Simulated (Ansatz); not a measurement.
# ZnS: the cost of one run

Method: DFT PBEsol, all-electron LAPW, scalar-relativistic unless said, in Ansatz 0.2.0.

The COD entry's cell or inner coordinates are ideal or old and differ from later refinements, so a difference from it is no clean test against experiment.

## (1) The starting structure

Symmetry: F-43m, No. 216, cubic system. The conventional cell has a = 5.356 Å, b = 5.356 Å, c = 5.356 Å, α = 90.00°, β = 90.00°, γ = 90.00°. Zn (site symmetry -43m) has 4 S at 2.32 Å as nearest neighbours. S (site symmetry -43m) is surrounded by 4 Zn at 2.32 Å.

Coordinates:

```cif
data_structure
_symmetry_space_group_name_H-M 'F-43m'
_symmetry_Int_Tables_number 216
_cell_length_a 5.3555
_cell_length_b 5.3555
_cell_length_c 5.3555
_cell_angle_alpha 90.000
_cell_angle_beta 90.000
_cell_angle_gamma 90.000
_cell_volume 153.61
loop_
_atom_site_label
_atom_site_type_symbol
_atom_site_symmetry_multiplicity
_atom_site_Wyckoff_symbol
_atom_site_fract_x
_atom_site_fract_y
_atom_site_fract_z
_atom_site_occupancy
Zn1 Zn 4 c 0.25000 0.25000 0.25000 1
S1 S 4 a 0.00000 0.00000 0.00000 1
```

Cartesian axes are those of the input's lattice vectors. The structure goes back to a database entry.

## (2) Reference run, fine mesh, LAPW

Contents of input.yaml:

```yaml
crystal:
  lattice:
    - [0.0, 2.67776964466, 2.67776964466]
    - [2.67776964466, 0.0, 2.67776964466]
    - [2.67776964466, 2.67776964466, 0.0]
  atoms:
    - { symbol: Zn, position: [0.75, 0.75, 0.75] }
    - { symbol: S, position: [0.0, 0.0, 0.0] }
kpoints:
  mp_grid: { grid: [8, 8, 8] }
scf:
  occupations: { method: fixed }
hamiltonian:
  xc: pbesol
  pseudopotentials: { kind: all_electron, lapw: { basis_error: 0.001 } }
output:
  forces: true
  stress: true
  eigenvalues: true
  eigenstates:
    nscf_kmesh: { grid: [12, 12, 12] }
    de_dk: true
    e_range: [-9, 12.0878739265]
  optics:
    e_range: [0, 30]
    de: 0.2
    sigma: 0.15
    bands: { spectra_wanted_up_to: 30 }
    nscf_kmesh: { grid: [12, 12, 12] }
checkpoint:
  write: ck
  write_wavefunctions: false
```

Started as:

```
$ ansatz run input.yaml --threads 1 --pin off --max-ram 3072MiB --backend cpu --events-out ev --progress --plain --runs-dir out
```

What time and memory should one allow on 1 thread of Arm Neoverse V1, shared host?

About 72 s, with a peak of 0.33 GiB.
